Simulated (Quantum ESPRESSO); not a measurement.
Set up this calculation in Quantum ESPRESSO 7.5, as an ASE script.

- Task: single point
- Functional: PBEsol
- Potentials or basis: PseudoDojo 0.4.1 SR PBEsol standard
- Cutoff: 1306 eV
- Density cutoff: 5225 eV
- k mesh: 12 × 12 × 7
- Occupations: gaussian, width 0.05 eV
- Spin: collinear spin, ferromagnetic start
- Starting moments: [2.0, 2.0] μB
- Fixed moment: 2 μB
- Mixing beta: 0.3
- Most SCF iterations: 120
- SCF threshold: 4e-10 Ry

The structure of Co lies in Co.xyz:

```xyz
2
Lattice="2.4719999032 0.0000000000 0.0000000000 -1.2359999516 2.1408147143 0.0000000000 0.0000000000 0.0000000000 4.0211440800" Properties=species:S:1:pos:R:3 pbc="T T T"
Co     1.2359999517      0.7136049047      3.0158580600
Co    -0.0000000001      1.4272098096      1.0052860200
```

One way to write it, as run:

run.py

```python
import numpy as np
from ase.calculators.espresso import Espresso, EspressoProfile
from ase.io import read

atoms = read('Co.xyz')
atoms.set_initial_magnetic_moments([2.0, 2.0])

input_data = {
    'control': {'calculation': 'scf', 'prefix': 'pwscf', 'outdir': './tmp', 'tprnfor': True, 'tstress': True, 'disk_io': 'nowf'},
    'system': {'ecutwfc': 96.0, 'nbnd': 28, 'occupations': 'smearing', 'smearing': 'gaussian', 'degauss': 0.00367493, 'nspin': 2, 'tot_magnetization': 2.0},
    'electrons': {'conv_thr': 4e-10, 'electron_maxstep': 120, 'mixing_beta': 0.3},
}
pseudopotentials = {'Co': 'Co.upf'}
profile = EspressoProfile(command='pw.x', pseudo_dir='pseudo')
dft = Espresso(profile=profile, input_data=input_data, pseudopotentials=pseudopotentials, kpts=(12, 12, 7), koffset=(0, 0, 0))
atoms.calc = dft

print(f'energy {atoms.get_potential_energy():.8f} eV')
print('forces (eV/A)')
print(np.round(atoms.get_forces(), 6))
print('stress (eV/A^3, Voigt)')
print(np.round(atoms.get_stress(), 8))
```

Potentials or basis: PseudoDojo 0.4.1 SR PBEsol standard.

Launch:

```bash
$ OMP_NUM_THREADS=1 python run.py
```

Results of the run:

The pressure is -13.4 GPa. The net moment is 2.00 μB per cell and the absolute moment is 2.26 μB per cell. The site moments are Co +1.06 μB and the valence electrons inside the program's atomic spheres are Co 15.59.

Caveat: the moment is held away from its start; the total moment is fixed, so each spin has its own Fermi level.

Run time: 2.4 min on 1 thread of Arm Neoverse V1, on a shared host, peak memory 0.2 GiB.
